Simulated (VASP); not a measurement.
The system is Sb.

```
Sb
1.0
    -1.87134    1.87134    1.87134
     1.87134   -1.87134    1.87134
     1.87134    1.87134   -1.87134
Sb
1
Direct
  0.00000 0.00000 0.00000
```

This isn't the form of Sb at room conditions, which is rhombohedral.

- Program: VASP 6.6.1
- Task: relaxation of cell and atoms
- Functional: r2SCAN
- Potentials or basis: VASP PAW PBE potentials, release 64 (Sb)
- Cutoff: 600 eV
- k mesh: 10 × 10 × 10
- Occupations: gaussian, width 0.05 eV
- Spin: no spin polarisation

At the start: pressure 2.4 GPa; volume 26.21 Å³/atom.

Question: Where does the relaxation end?

Answer: Over 3 steps the energy falls by 7.1 meV/atom and the volume is 27.18 Å³/atom (+3.7 %); space group Im-3m (No. 229, to 0.05 Å).

Step by step:
```csv
step,energy change (eV),largest force (eV/Å),pressure (GPa),volume (Å³)
1,0.0000,0.0000,2.41,26.21
2,-0.0048,0.0000,-1.42,27.74
3,-0.0071,0.0000,-0.01,27.18
```

Final structure:
```
Sb
1.0
    -1.89400    1.89400    1.89400
     1.89400   -1.89400    1.89400
     1.89400    1.89400   -1.89400
Sb
1
Direct
  0.00000 0.00000 0.00000
```

Caveat: the PAW data sets were made with another functional, which shifts forces and pressure a little.
